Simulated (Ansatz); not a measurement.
Generalised stacking fault of NaBr (rock salt) on the {100} plane. The cell below holds the perfect crystal with the plane normal along z; tilting its third vector by the shift puts one fault into each cell, between planes 3.02 Å apart, at fixed cell height.

```
CELL_PARAMETERS angstrom
      4.26808     0.00000     0.00000
      0.00000     4.26808     0.00000
      2.13404     2.13404     9.05397
ATOMIC_POSITIONS crystal
  Br 0.00000 0.00000 0.83333
  Br 0.33333 0.33333 0.16667
  Br 0.66667 0.66667 0.50000
  Na 0.50000 0.50000 0.83333
  Na 0.83333 0.83333 0.16667
  Na 0.16667 0.16667 0.50000
```

In-plane vectors a = (4.268, 0.000) Å, b = (0.000, 4.268) Å, area 18.22 Å². The shift is s times the vector a (length 4.268 Å), so s = 1 restores the start. Atoms relax along the normal only. γ = [E(shift) − E(0)] / area.

The numbers are results of PBE (plane waves to 420 eV, PAW, scalar-relativistic; Ansatz, a quantum-chemistry and plane-wave program), not measurements. k mesh 7×7×7 (Γ-centred), Fermi-Dirac smearing 0.05 eV. Energies are extrapolated to zero smearing. Faults lie only 9.1 Å apart, and holding the cell height raises γ above its relaxed value. NaBr was relaxed with its symmetry unable to fall. γ is measured from zero shift.

| s | γ (mJ/m²) |
|---|---|
| 0.000 | 0 |
| 0.083 | 18 |
| 0.167 | 70 |
| 0.250 | 145 |
| 0.333 | withheld |
| 0.417 | 276 |
| 0.500 | 296 |
| 0.583 | 276 |
| 0.667 | withheld |
| 0.750 | 145 |
| 0.833 | 70 |
| 0.917 | 18 |

Question: Fit a Fourier form (three harmonics of 1 − cos and sin) to the given rows and predict γ at s = 0.667.

Answer: Least squares on the 10 given rows: γ = (149.0)·[1 − cos(2πs)] + (-1.5)·[1 − cos(4πs)] + (-1.1)·[1 − cos(6πs)], in mJ/m²; root-mean-square residual 0.1 mJ/m². At 0.667 the fit gives 221 mJ/m²; the calculation gives 222 mJ/m², so the interpolation is off by -1 (-0.5 %). 

(The slope of γ gives the shear force per area between the displaced halves; near zero shift its curvature is an elastic stiffness.)
